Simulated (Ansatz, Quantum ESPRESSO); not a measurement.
Given: the input of a run of Ansatz 0.2.0 on Al2Au. 

The input input.yaml:

```yaml
crystal:
  lattice:
    - [0.0, 3.0, 3.0]
    - [3.0, 0.0, 3.0]
    - [3.0, 3.0, 0.0]
  atoms:
    - { symbol: Au, position: [0.0, 0.0, 0.0] }
    - { symbol: Al, position: [0.75, 0.75, 0.75] }
    - { symbol: Al, position: [0.25, 0.25, 0.25] }
kpoints:
  mp_grid: { grid: [8, 8, 8] }
scf:
  occupations: { method: fermi_dirac, width: 0.05 }
hamiltonian:
  xc: pbe
  pseudopotentials: { kind: all_electron, lapw: { basis_error: 0.001 } }
output:
  forces: true
  stress: true
  eigenvalues: true
  populations: true
```

Potentials or basis: all-electron LAPW, scalar-relativistic.

The run is started by

```bash
$ ansatz run input.yaml --threads 2 --pin off --max-ram 6144MiB --backend cpu --events-out ev --progress --plain --runs-dir out
```

Translate it to Quantum ESPRESSO 7.5. Potentials or basis there: SSSP 1.3 efficiency PBE, cutoff 816 eV.

As run (cutoffs and basis follow the program's own potentials, and thresholds, step limits or extra output files can differ):

Contents of pw.in:

```
&CONTROL
  calculation = 'scf'
  prefix = 'pwscf'
  outdir = './tmp'
  pseudo_dir = './pseudo'
  tprnfor = .true.
  tstress = .true.
  disk_io = 'nowf'
/
&SYSTEM
  ibrav = 0
  nat = 3
  ntyp = 2
  ecutwfc = 60
  ecutrho = 440
  nbnd = 19
  occupations = 'smearing'
  smearing = 'fd'
  degauss = 0.00367493
/
&ELECTRONS
  conv_thr = 6d-10
  electron_maxstep = 120
  mixing_beta = 0.5
/
ATOMIC_SPECIES
Au   196.9666 Au_ONCV_PBE-1.0.oncvpsp.upf
Al    26.9815 Al.pbe-n-kjpaw_psl.1.0.0.UPF
CELL_PARAMETERS angstrom
   0.0000000000    3.0000000000    3.0000000000
   3.0000000000    0.0000000000    3.0000000000
   3.0000000000    3.0000000000    0.0000000000
ATOMIC_POSITIONS crystal
Au     0.0000000000    0.0000000000    0.0000000000
Al     0.7500000000    0.7500000000    0.7500000000
Al     0.2500000000    0.2500000000    0.2500000000
K_POINTS automatic
8 8 8 0 0 0
```

Potentials or basis: SSSP 1.3 efficiency PBE.

Command:

```bash
$ OMP_NUM_THREADS=1 pw.x -in pw.in > pw.out
```

Both were run:

|  | Ansatz | Quantum ESPRESSO |
| --- | --- | --- |
| Pressure | 3.3 GPa | 3.1 GPa |

Where Ansatz's input types no cutoff or centring, it takes its own default and a Γ-centred mesh.

Pressure is positive in compression.
